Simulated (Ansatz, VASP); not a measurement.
# Two plane-wave programs on Zr

```xyz
4
Lattice="3.4651 0.0000 0.0000 -1.7326 3.0009 0.0000 0.0000 0.0000 11.3313" Properties=species:S:1:pos:R:3 pbc="T T T"
Zr    0.0000    2.0006    2.8328
Zr    1.7326    1.0003    8.4985
Zr    0.0000    0.0000    0.0000
Zr    0.0000    0.0000    5.6657
```

Alike in both runs: task single point; functional PBE; k mesh 15 × 15 × 4; occupations gaussian, width 0.1 eV; no spin polarisation.

|  | VASP | Ansatz |
| --- | --- | --- |
| version | VASP 6.6.1 | Ansatz 0.2.0 |
| potentials or method | VASP PAW PBE potentials, release 64 (Zr_sv) | scalar-relativistic, plane waves, PAW |
| plane-wave cutoff (eV) | 520 | 420 |
| valence electrons in the cell | 48 | 48 |

|  | VASP | Ansatz | Ansatz less VASP |
| --- | --- | --- | --- |
| gap on the k mesh at the Fermi level (eV) | none | none | - |
| pressure (GPa) | -14.2 | -14.2 | 0.00 |
| largest component of the traceless stress (GPa) | 0.90 | 0.90 | -0.002 |

A gap of «none» marks a metal or a gap that the smearing closes. The functional is the same, so the differences come from potentials, cutoffs and numerics.
